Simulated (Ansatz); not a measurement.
# Ge (Imma) in Ansatz: further runs

Runs on Ge. Level: PBEsol. Tasks: band structure.

Program: Ansatz 0.2.0. These are calculated values, not measurements. Logs are shortened: lines on timing, memory, paths and dates and some standing lists are left out, and cuts for length are marked.

## (1) Starting point

The structure is orthorhombic, space group Imma (No. 74). The conventional cell has a = 4.992 Å, b = 5.302 Å, c = 2.874 Å, α = 90.00°, β = 90.00°, γ = 90.00°. Around Ge (site symmetry mm2) lie 6 Ge at 2.68 to 2.87 Å.

This isn't the form of Ge at room conditions, which is diamond.

## (2) Band structure, PBEsol

The input, input.yaml:

```yaml
crystal:
  lattice:
    - [-2.495898, 2.650863, 1.436947]
    - [2.495898, -2.650863, 1.436947]
    - [2.495898, 2.650863, -1.436947]
  atoms:
    - { symbol: Ge, position: [0.314057, 0.064057, 0.25] }
    - { symbol: Ge, position: [0.685943, 0.935943, 0.75] }
kpoints:
  mp_grid: { grid: [8, 8, 8] }
  band_path:
    path:
      - [0.0, 0.0, 0.0]
      - [0.3234593264, 0.3234593264, -0.3234593264]
      - [0.2950845098, 0.3518341431, -0.2950845098]
      - [0.0, 0.5, 0.0]
      - [0.25, 0.25, 0.25]
      - [0.5, 0.0, 0.0]
      - [0.6765406736, -0.3234593264, 0.3234593264]
      - [0.5, -0.5, 0.5]
    npoints: 10
scf:
  occupations: { method: fermi_dirac, width: 0.05 }
hamiltonian:
  xc: pbesol
  pseudopotentials: { kind: all_electron, lapw: { basis_error: 0.001 } }
output:
  forces: true
  stress: true
  eigenvalues: true
```

Potentials or basis: all-electron LAPW, scalar-relativistic.

The run is started by

```bash
ansatz run input.yaml --threads 1 --pin off --max-ram 3072MiB --backend cpu --events-out ev --progress --plain --runs-dir out
```

Log:

```text
Warning: RAYON_NUM_THREADS=1 ignored (pool sized by the plan → 1); use --threads N
LAPW: plane waves up to 8.140 Å⁻¹, error target 1.0e-3 eV per atom; small_component_spin mean_spin; Ge in spheres of 1.338 Å, 22 of its electrons in bands, Dirac shells [] (how accurate: hamiltonian.pseudopotentials.lapw.basis_error, Limitations)
Engine: ansatz 0.2.0, x86_64-unknown-linux-gnu
Pseudopotentials: kind: all_electron
Pseudopotential: Ge, LAPW, valence charge 22, lapw/all_electron/scalar/gaussian/Ge, Koelling and Harmon's equation, gaussian nucleus
Functional definition: PBEsol
  exchange = pbesol_x
  correlation = pbesol_c
Crystal: 2 atoms, lattice volume = 38.029 Å³
Basis set: ecut = 252.43005705793337 eV, 335 PW (Γ), FFT grids on a1+a2, a2, a3, exchange–correlation at level 2
Bands: 27, of which v1, the nominal top of the filled ones, is band 22 counted from 1 (21 counted from 0)
Symmetry: 8 space group operations
Space group: Imma (ITA 74), of the structure as read, at distance tolerance 3.4e-5 Å
k-points: 95 of 512
Non-local potential: Ge, projectors of the file, none
Initial density: superposition of atomic densities (chi_scale 0.1, normalization cell)
Initial wavefunctions: plane waves of lowest kinetic energy (no species holds an atomic orbital)
Functional: x = pbesol(κ = 0.804, μ = 0.12345679012345678), c = pbesol(β = 0.046)
iter 1 solved again at ethr=7.87e-5 eV; its pass at ethr=1.00e-1 eV (dr2=3.46e-2 eV) is discarded
SCF iter   1: F=—  HF=-114149.356136 eV  |F-HF|=—  |Δ(HF+E_count)|=         —  Δρ=1.26e-2  dr2=3.47e-2  ethr=7.87e-5  ⟨swp⟩=3.0  Hψ=17095  notcnv=0
preconditioner: auto → Kerker (q_TF=auto, 2.795 Å⁻¹)  [metal: Δε(μ)=0.079 eV  Ē_g=24.023 eV  σ=0.050 eV  W_gap=0.37  n_scr=16 (ndim 8)  ℏωp=31.9 eV  f_vac=0.000  D(μ)=0.90/eV (n_scr^D=4)]
SCF iter   2: F=—  HF=-114149.330998 eV  |F-HF|=—  |Δ(HF+E_count)|=   2.51e-2  Δρ=8.22e-3  dr2=1.71e-2  ethr=7.87e-5  ⟨swp⟩=2.0  Hψ=7666  notcnv=0
SCF iter   3: F=—  HF=-114149.328353 eV  |F-HF|=—  |Δ(HF+E_count)|=   2.64e-3  Δρ=4.83e-3  dr2=6.45e-3  ethr=3.88e-5  ⟨swp⟩=2.0  Hψ=7438  notcnv=0
SCF iter   4: F=—  HF=-114149.327945 eV  |F-HF|=—  |Δ(HF+E_count)|=   4.09e-4  Δρ=1.75e-3  dr2=1.07e-3  ethr=1.47e-5  ⟨swp⟩=2.0  Hψ=7439  notcnv=0
iter 5 solved again at ethr=6.49e-8 eV; its pass at ethr=2.44e-6 eV (dr2=2.86e-5 eV) is discarded
SCF iter   5: F=—  HF=-114149.327830 eV  |F-HF|=—  |Δ(HF+E_count)|=   1.15e-4  Δρ=2.49e-4  dr2=2.86e-5  ethr=6.49e-8  ⟨swp⟩=2.0  Hψ=12680  notcnv=0
SCF iter   6: F=—  HF=-114149.327830 eV  |F-HF|=—  |Δ(HF+E_count)|=   5.55e-7  Δρ=8.70e-5  dr2=3.55e-6  ethr=6.49e-8  ⟨swp⟩=2.0  Hψ=7437  notcnv=0
SCF iter   7: F=-114149.327831 eV  HF=-114149.327831 eV  |F-HF|=2.58e-8  |Δ(HF+E_count)|=   5.43e-7  Δρ=1.59e-5  dr2=8.75e-8  ethr=8.06e-9  ⟨swp⟩=2.0  Hψ=7437  notcnv=0
SCF 1 converged in 7 iterations: F = -114149.327831 eV  dr2 = 8.75e-8
NSCF: frozen V_eff on 71 k-points
SCF converged after 7 iterations
Free energy (F): -114149.327831 eV
Harris-Foulkes:  -114149.327831 eV  (|F-HF|=2.58e-8)
Internal energy: -114149.320209 eV  (E = F + TS)
E sigma→0 (E₀):  -114149.324020 eV
Entropy (-TS):   -0.007622 eV (-3.811 meV/atom)
Fermi energy:    12.290360 eV
--- Per-component energies (eV) ---
  E_band       = -1971.944975
  E_kinetic    = 116529.255282
  E_xc         = -4255.483597
  E_electrostatic = -226423.091895  (all electrons and nuclei)
  E_smearing   = -0.007622  (= −TS)
  E_closure    = 0.000000  (closes the sum)
  E_atoms      = -114139.838039  (free atoms, spherical and without spin; not in F)
  Σ components = -114149.327831   (vs F -114149.327831, Δ=0.00e0)
  Basis errors (estimates in eV, not in F): energy 3.3e-4 per atom: plane waves 3.0e-4 (1.7e-4 summed), levels above the bands 2.0e-71, relativity 5.8e-9, radial functions 2.8e-5, core shells 5.1e-11; eigenvalues (radial functions only) 4.5e-6; not estimated: angular momenta, meshes, grids; target (lapw.basis_error) 1.0e-3; muffin-tin radii Ge 1.338 Å
--- Forces (eV/Å), atoms counted from 1 ---
  atom   1  Ge     0.00000000     0.00000000     0.02073305
  atom   2  Ge     0.00000000     0.00000000    -0.02073305
  max |Σ_I F_I| component: 0.00e0 eV/Å
--- Stress (GPa, compression-positive) ---
       -3.153353       0.000000       0.000000
        0.000000      -2.955523       0.000000
        0.000000       0.000000      -1.598955
  P = ⅓ Tr σ = -2.5693 GPa (-25.693 kbar)
--- Band table (eV; the first three rows and the last of 95) ---
  k-point 0: bands = ["-150.9687", "-150.9683", "-98.2923", "-98.2921", "-98.2829", "-98.2800", "-98.2608", "-98.2568", "-12.3857", "-12.3073", "-12.3057", "-12.3052", "-12.2697", "-12.2327", "-12.1732", "-12.1696", "-12.1430", "-12.0739", "-0.7652", "8.5187", "9.9935", "10.4415", "15.7576", "19.2831", "19.5095", "20.2290", "20.5606"]
  k-point 1: bands = ["-150.9687", "-150.9683", "-98.2923", "-98.2921", "-98.2827", "-98.2801", "-98.2606", "-98.2570", "-12.3764", "-12.3122", "-12.3077", "-12.2982", "-12.2621", "-12.2290", "-12.1743", "-12.1728", "-12.1478", "-12.0841", "-0.5923", "7.1846", "10.4100", "11.1466", "16.6483", "18.0354", "19.2924", "19.9497", "20.0281"]
  k-point 2: bands = ["-150.9687", "-150.9683", "-98.2923", "-98.2921", "-98.2824", "-98.2804", "-98.2602", "-98.2574", "-12.3506", "-12.3197", "-12.3120", "-12.2788", "-12.2482", "-12.2189", "-12.1825", "-12.1781", "-12.1615", "-12.1115", "-0.0741", "5.2688", "10.9563", "12.2104", "16.1887", "17.8560", "18.9737", "19.4348", "19.6128"]
  k-point 94: bands = ["-150.9685", "-150.9685", "-98.2925", "-98.2919", "-98.2831", "-98.2797", "-98.2610", "-98.2566", "-12.3591", "-12.2978", "-12.2611", "-12.2527", "-12.2191", "-12.2133", "-12.2046", "-12.1917", "-12.1773", "-12.1765", "3.2456", "4.1228", "6.4931", "6.7454", "16.7341", "19.1803", "23.0481", "23.6072", "24.9464"]
```

Wall time 43 s (1 thread of Intel Xeon at 2.50GHz (Skylake/Cascade Lake), shared host); peak memory 0.4 GiB.

What came out:

| Quantity | Value |
| --- | --- |
| Free energy | -114149.3278 eV |
| Pressure | -2.6 GPa |
| Largest force | 0.021 eV/Å |
| Band gap along the path | none (metal or under the smearing width) |

Forces on the atoms (eV/Å):
```
Ge   0.000  0.000  0.021
Ge   0.000  0.000 -0.021
```

Levels at the corners of the path, in eV from the Fermi level:
```csv
point,band 20,band 21,band 22,band 23,band 24,band 25,band 26,band 27
Γ,-3.77,-2.30,-1.85,3.47,6.99,7.22,7.94,8.27
X,-6.53,-3.71,-3.62,-3.26,3.76,5.65,7.42,10.63
L,-6.56,-3.85,-3.69,-2.91,3.58,5.84,7.31,10.77
T,-5.86,-3.40,-2.20,-1.73,3.15,4.06,6.60,8.53
W,-6.93,-4.25,-4.25,3.92,3.92,5.20,5.20,8.00
R,-6.92,-1.90,-1.50,-0.73,1.53,3.24,4.34,9.40
X1,-6.53,-3.71,-3.62,-3.26,3.76,5.65,7.42,10.63
Z,-8.17,-5.80,-5.54,4.44,6.89,10.76,11.32,12.66
```

Caveat: the k mesh is thin for a metal, which can move the energy by tens of meV per atom.

## (3) Band structure, PBEsol, spin-orbit coupling, no magnetisation

input.yaml: that of step 2 with these lines changed.

```diff
@@ -26,2 +26,5 @@
   pseudopotentials: { kind: all_electron, lapw: { basis_error: 0.001 } }
+magnetization:
+  noncollinear: true
+  spin_orbit: true
 output:
```

Potentials or basis: all-electron LAPW, relativistic spinors.

The run is started by

```bash
ansatz run input.yaml --threads 1 --pin off --max-ram 3072MiB --backend cpu --events-out ev --progress --plain --runs-dir out
```

Wall time 5.2 min (1 thread of Intel Xeon at 2.50GHz (Skylake/Cascade Lake), shared host); peak memory 0.68 GiB.

Results (log left out):

| Item | Value |
| --- | --- |
| Free energy | -114154.7583 eV |
| Pressure | -2.6 GPa |
| Largest force | 0.021 eV/Å |
| Band gap along the path | none (metal or under the smearing width) |

Forces on the atoms (eV/Å):
```
Ge   0.000  0.000  0.021
Ge   0.000  0.000 -0.021
```

Stress tensor (GPa, compression positive):
```
-3.16  0.00  0.00
 0.00 -2.97  0.00
 0.00  0.00 -1.60
```

Levels at the corners of the path, in eV from the Fermi level:
| point | band 43 | band 44 | band 45 | band 46 | band 47 | band 48 | band 49 | band 50 |
| --- | --- | --- | --- | --- | --- | --- | --- | --- |
| Γ | -1.84 | -1.84 | 3.47 | 3.47 | 6.95 | 6.95 | 7.22 | 7.22 |
| X | -3.63 | -3.63 | -3.25 | -3.25 | 3.76 | 3.76 | 5.65 | 5.65 |
| L | -3.69 | -3.69 | -2.90 | -2.90 | 3.58 | 3.58 | 5.84 | 5.84 |
| T | -2.21 | -2.21 | -1.72 | -1.72 | 3.15 | 3.15 | 4.06 | 4.06 |
| W | -4.24 | -4.24 | 3.89 | 3.89 | 3.93 | 3.93 | 5.17 | 5.17 |
| R | -1.51 | -1.51 | -0.72 | -0.72 | 1.53 | 1.53 | 3.24 | 3.24 |
| X1 | -3.63 | -3.63 | -3.25 | -3.25 | 3.76 | 3.76 | 5.65 | 5.65 |
| Z | -5.55 | -5.55 | 4.44 | 4.44 | 6.89 | 6.89 | 10.76 | 10.76 |

Caveat: the k mesh is thin for a metal, which can move the energy by tens of meV per atom.
